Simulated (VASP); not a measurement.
These are MS2 meta-GGA, VASP's PBE PAW potentials (set 64) (plane waves; VASP 6.6.1) values and carry that method's errors.

The input files of a VASP run:

**KPOINTS**
```
Automatic mesh
0
Gamma
8 8 8
0 0 0
```

### INCAR
```
! general
SYSTEM  = ZrO2
PREC    = Accurate
ENCUT   = 520
LREAL   = .False.
LASPH   = .True.

! electronic loop
EDIFF   = 1E-7
NELM    = 100   ! most electronic steps
ALGO    = Normal   ! blocked Davidson
LMAXMIX = 4   ! l cut-off of mixed one-centre charges
LMIXTAU = .True.

! smearing
ISMEAR  = 0   ! Gaussian
SIGMA   = 0.05   ! width (eV)

! functional
METAGGA = MS2

! ions
ISIF    = 2   ! forces and stress, cell fixed

! output
LWAVE   = .False.
LCHARG  = .False.
```

### POSCAR
```
ZrO2
1
    0.0000000000     2.5930066763     2.5930066763
    2.5930066763     0.0000000000     2.5930066763
    2.5930066763     2.5930066763     0.0000000000
Zr O
1 2
Direct
  0.0000000000   0.0000000000   0.0000000000
  0.2500000000   0.2500000000   0.2500000000
  0.7500000000   0.7500000000   0.7500000000
```

POTCAR, in this order: Zr_sv O (PBE.64 set). Program: vasp_std.

The run wrote:

File OSZICAR:
```
       N       E                     dE             d eps       ncg     rms          rms(c)
DAV:   1     0.146345985313E+03    0.14635E+03   -0.13794E+04   928   0.144E+03
DAV:   2    -0.625931677316E+02   -0.20894E+03   -0.20397E+03  1272   0.376E+02
DAV:   3    -0.753896394811E+02   -0.12796E+02   -0.12537E+02  1640   0.785E+01
DAV:   4    -0.756114911782E+02   -0.22185E+00   -0.22172E+00  1008   0.944E+00
DAV:   5    -0.756176576826E+02   -0.61665E-02   -0.61645E-02  1440   0.117E+00    0.477E+01
DAV:   6    -0.237410385508E+02    0.51877E+02   -0.19065E+02  1152   0.741E+01    0.200E+01
DAV:   7    -0.376816214417E+02   -0.13941E+02   -0.73816E+01  1152   0.465E+01    0.160E+01
DAV:   8    -0.364020081931E+02    0.12796E+01   -0.14972E+01  1312   0.328E+01    0.947E+00
DAV:   9    -0.293822904839E+02    0.70197E+01   -0.94948E+00  1600   0.251E+01    0.368E+00
DAV:  10    -0.353200307780E+02   -0.59377E+01   -0.12381E+01  1280   0.294E+01    0.402E+00
DAV:  11    -0.344551310169E+02    0.86490E+00   -0.48386E-01  1424   0.482E+00    0.428E+00
DAV:  12    -0.334632498924E+02    0.99188E+00   -0.16899E+00  1448   0.646E+00    0.210E+00
DAV:  13    -0.335545952096E+02   -0.91345E-01   -0.36949E-01  1416   0.555E+00    0.358E+00
DAV:  14    -0.334416618926E+02    0.11293E+00   -0.55783E-01  1032   0.671E+00    0.268E+00
DAV:  15    -0.332582384474E+02    0.18342E+00   -0.33555E-01  1320   0.331E+00    0.152E+00
DAV:  16    -0.332610631310E+02   -0.28247E-02   -0.89510E-03  1024   0.737E-01    0.147E+00
DAV:  17    -0.332589028116E+02    0.21603E-02   -0.99332E-04  1432   0.180E-01    0.138E+00
DAV:  18    -0.332624512762E+02   -0.35485E-02   -0.12638E-03  1216   0.318E-01    0.135E+00
DAV:  19    -0.332642241544E+02   -0.17729E-02   -0.15036E-02   984   0.172E+00    0.698E-01
DAV:  20    -0.332638307876E+02    0.39337E-03   -0.40191E-04  1136   0.199E-01    0.673E-01
DAV:  21    -0.332615437505E+02    0.22870E-02   -0.39983E-03  1464   0.479E-01    0.249E-01
DAV:  22    -0.332615426343E+02    0.11162E-05   -0.61399E-04  1480   0.223E-01    0.895E-02
DAV:  23    -0.332615477746E+02   -0.51402E-05   -0.17463E-04  1496   0.930E-02    0.876E-02
DAV:  24    -0.332616037945E+02   -0.56020E-04   -0.70170E-05   992   0.119E-01    0.333E-02
DAV:  25    -0.332616043117E+02   -0.51720E-06   -0.12131E-05   992   0.517E-02    0.116E-02
DAV:  26    -0.332616076511E+02   -0.33394E-05   -0.34561E-06  1520   0.118E-02    0.432E-03
DAV:  27    -0.332616068108E+02    0.84023E-06   -0.17444E-07   672   0.624E-03    0.234E-03
DAV:  28    -0.332616070857E+02   -0.27487E-06   -0.23646E-07   984   0.409E-03    0.102E-03
DAV:  29    -0.332616069398E+02    0.14587E-06   -0.29258E-08   504   0.193E-03    0.546E-04
DAV:  30    -0.332616068252E+02    0.11460E-06   -0.41994E-09   496   0.613E-04    0.370E-04
DAV:  31    -0.332616068570E+02   -0.31754E-07   -0.35743E-09   512   0.740E-04
   1 F= -.33261607E+02 E0= -.33261607E+02  d E =-.832038E-15
```

File OUTCAR:
```
------------------------ aborting loop because EDIFF is reached ----------------------------------------
  FORCE on cell =-STRESS in cart. coord.  units (eV):
  Direction    XX          YY          ZZ          XY          YZ          ZX
  --------------------------------------------------------------------------------------
  Total       -2.8576394     -2.8576394     -2.8576394      0.0000000      0.0000000      0.0000000
  in kB     -131.3037433   -131.3037433   -131.3037433      0.0000000      0.0000000      0.0000000
  external PRESSURE =    -131.3037433 kB  Pullay stress =       0.0000000 kB
  volume of cell :       34.87
      direct lattice vectors                 reciprocal lattice vectors
     0.000000000  2.593006676  2.593006676    -0.192826345  0.192826345  0.192826345
     2.593006676  0.000000000  2.593006676     0.192826345 -0.192826345  0.192826345
     2.593006676  2.593006676  0.000000000     0.192826345  0.192826345 -0.192826345
 POSITION                                       TOTAL-FORCE (eV/Angst)
 -----------------------------------------------------------------------------------
      0.00000      0.00000      0.00000         0.000000      0.000000      0.000000
      1.29650      1.29650      1.29650        -0.000000     -0.000000     -0.000000
      3.88951      3.88951      3.88951         0.000000      0.000000      0.000000
 -----------------------------------------------------------------------------------
    total drift:                                0.000000      0.000000      0.000000
  FREE ENERGIE OF THE ION-ELECTRON SYSTEM (eV)
  ---------------------------------------------------
  free  energy   TOTEN  =       -33.2616068570 eV

  energy  without entropy=      -33.2616068570  energy(sigma->0) =      -33.26160686
```
(Selected blocks of OUTCAR.)

### OUTCAR
```
 val. band max:        6.4096689466   @ k =   0.5000   0.5000   0.0000

 cond. band min:       9.9215826738   @ k =   0.0000   0.0000   0.0000


 Fermi energy:         6.6646926890

 k-point     1 :       0.0000    0.0000    0.0000
  band No.  band energies     occupation
      1     -43.2306      2.00000
      2     -20.4107      2.00000
      3     -20.4107      2.00000
      4     -20.4107      2.00000
      5     -12.7525      2.00000
      6     -10.5168      2.00000
      7       1.4550      2.00000
      8       1.4550      2.00000
      9       1.4550      2.00000
     10       5.8820      2.00000
     11       5.8820      2.00000
     12       5.8820      2.00000
     13       9.9216      0.00000
     14       9.9216      0.00000
     15      12.7207      0.00000
     16      15.5533      0.00000

 k-point     2 :       0.1250    0.0000    0.0000
  band No.  band energies     occupation
      1     -43.2256      2.00000
      2     -20.4998      2.00000
      3     -20.4186      2.00000
      4     -20.4186      2.00000
      5     -12.5670      2.00000
      6     -10.6418      2.00000
      7       1.5963      2.00000
      8       1.5963      2.00000
      9       1.8263      2.00000
     10       5.5052      2.00000
     11       5.6286      2.00000
     12       5.6286      2.00000
     13      10.1684      0.00000
     14      10.1684      0.00000
     15      13.2118      0.00000
     16      15.0663      0.00000

 k-point     3 :       0.2500    0.0000    0.0000
  band No.  band energies     occupation
      1     -43.2136      2.00000
      2     -20.7024      2.00000
      3     -20.4376      2.00000
      4     -20.4376      2.00000
      5     -12.1591      2.00000
      6     -10.8800      2.00000
      7       1.9467      2.00000
      8       1.9467      2.00000
      9       2.7154      2.00000
     10       4.7649      2.00000
     11       5.1622      2.00000
     12       5.1622      2.00000
     13      10.5278      0.00000
...
```

The compound is ZrO2 in the fluorite structure, the high-temperature cubic form, which is unstable at 0 K; the monoclinic form is the stable one. This cell is one point of a volume scan, at 1.06 of the reference volume.
